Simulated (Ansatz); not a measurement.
## Tetragonal deformation path in InP

Computed with Ansatz 0.2.0, DFT PBEsol, scalar-relativistic, plane waves, PAW. The runs took a 420 eV cutoff, a Γ-centred 16×16×16 mesh and Gaussian smearing (0.15 eV). No spin polarisation. Energies are free energies at this smearing, counted from the undisturbed cell; pressure is positive in compression.

Zero of the scan (as given, not relaxed at this level; it stands at -8.2 GPa; this rock-salt form isn't the usual structure):

```
In P
1.0
     0.00000    2.85500    2.85500
     2.85500    0.00000    2.85500
     2.85500    2.85500    0.00000
In P
1 1
Cartesian
  0.0000 0.0000 0.0000
  2.8550 2.8550 2.8550
```

At fixed volume and fractional coordinates, lengths along (0.000, 0.000, 1.000) are scaled against those across it; ρ is that ratio over its starting value. The cell is metallic on the mesh throughout. At -8 GPa the given cell is far from its own equilibrium, so these figures belong to a strongly strained crystal.

```csv
ρ,ΔE (meV/atom)
0.650,1126.6
0.707,633.1
0.780,273.4
0.850,100.8
0.920,22.8
0.960,4.8
1.000,0.0
1.050,5.8
1.100,21.0
1.200,69.6
1.300,138.7
1.414,237.3
1.500,332.9
```

Predict the pressure (GPa) at each point.

| ρ | pressure (GPa) |
| --- | --- |
| 0.650 | 19.4 |
| 0.707 | 8.8 |
| 0.780 | 0.0 |
| 0.850 | -4.9 |
| 0.920 | -7.4 |
| 0.960 | -8.0 |
| 1.000 | -8.2 |
| 1.050 | -7.9 |
| 1.100 | -7.2 |
| 1.200 | -4.9 |
| 1.300 | -1.6 |
| 1.414 | 3.2 |
| 1.500 | 7.6 |

Cost: 13 runs of about 5.6 core-minutes in all, on Intel Xeon Processor @ 2.50GHz (Skylake/Cascade Lake) (shared hosts).